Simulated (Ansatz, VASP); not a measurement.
Two plane-wave programs on MgS

```
Mg S
1.0
     0.00000    2.80257    2.80257
     2.80257    0.00000    2.80257
     2.80257    2.80257    0.00000
Mg S
1 1
Direct
  0.00000 0.00000 0.00000
  0.25000 0.25000 0.25000
```

Change from the starting cell: hydrostatic strain -1.0%.

Alike in both runs: task single point; functional r2SCAN; k mesh 8 × 8 × 8; no spin polarisation.

|  | VASP | Ansatz |
| --- | --- | --- |
| version | VASP 6.6.1 | Ansatz 0.2.0 |
| potentials or method | VASP PAW PBE potentials, release 64 (Mg, S) | plane waves, PAW |
| plane-wave cutoff (eV) | 520 | 500 |
| occupations | gaussian, width 0.01 eV | fixed |
| valence electrons in the cell | 8 | 16 |

Ansatz gave:

| Quantity | Value |
| --- | --- |
| gap on the k mesh at the Fermi level (eV) | 4.30 |
| pressure (GPa) | 1.9 |

**Question.** What did VASP give for the same quantities?

**Answer.** gap on the k mesh at the Fermi level (eV): 4.29; pressure (GPa): 1.6.

The two sets of potentials don't hold the same shells in valence.

Caveats: the PAW data sets were made with another functional, which shifts forces and pressure a little (VASP). A k mesh can miss the band edges.
